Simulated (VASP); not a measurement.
Input of a VASP 6.6.1 run:

Contents of INCAR:

```
PREC = Accurate
ENCUT = 900
EDIFF = 1E-6
ISMEAR = -1
SIGMA = 0.05
LREAL = False
LASPH = True
NELM = 100
ALGO = Normal
ISIF = 3
LWAVE = False
LCHARG = False
GGA = PE
IBRION = 2
NSW = 60
EDIFFG = -0.02
```

The input KPOINTS:

```
Automatic mesh
0
Gamma
  6 6 3
```

Contents of POSCAR:

```
ZrH6
1.0
    3.3879800000      0.0000000000      0.0000000000
    0.0000000000      3.3879800000      0.0000000000
    0.0000000000      0.0000000000      8.4110100000
Zr H
1 6
Direct
    0.5000000000      0.5000000000      0.5000000000
    0.0000000000      0.5000000000      0.6315000000
    0.5000000000      0.0000000000      0.6315000000
    0.0000000000      0.5000000000      0.3685000000
    0.5000000000      0.0000000000      0.3685000000
    0.5000000000      0.5000000000      0.9553900000
    0.5000000000      0.5000000000      0.0446100000
```

Potentials or basis: VASP PAW PBE potentials, release 54 (Zr_sv, H).

The run is started by

```sh
$ cat potpaw_PBE.54/Zr_sv/POTCAR potpaw_PBE.54/H/POTCAR > POTCAR
$ mpirun -np 1 vasp_std > vasp.out
```

Problem. Predict the relaxed volume.

Solution. 13.79 Å³/atom.

Problem. Predict the relaxed cell.

Solution. a = 3.388 Å, b = 3.388 Å, c = 8.411 Å, α = 90.00°, β = 90.00°, γ = 90.00°.

Problem. What does it give for the space group after relaxing (to 0.05 Å)?

Solution. P4/mmm (No. 123).

Problem. What does it give for the band gap on the k mesh?

Solution. None (metal or under the smearing width).

Final structure:
```xyz
7
Lattice="3.3878 0.0000 0.0000 0.0000 3.3878 0.0000 0.0000 0.0000 8.4107" Properties=species:S:1:pos:R:3 pbc="T T T"
Zr    1.6939    1.6939    4.2053
H     0.0000    1.6939    5.3112
H     1.6939    0.0000    5.3112
H     0.0000    1.6939    3.0995
H     1.6939    0.0000    3.0995
H     1.6939    1.6939    8.0359
H     1.6939    1.6939    0.3748
```
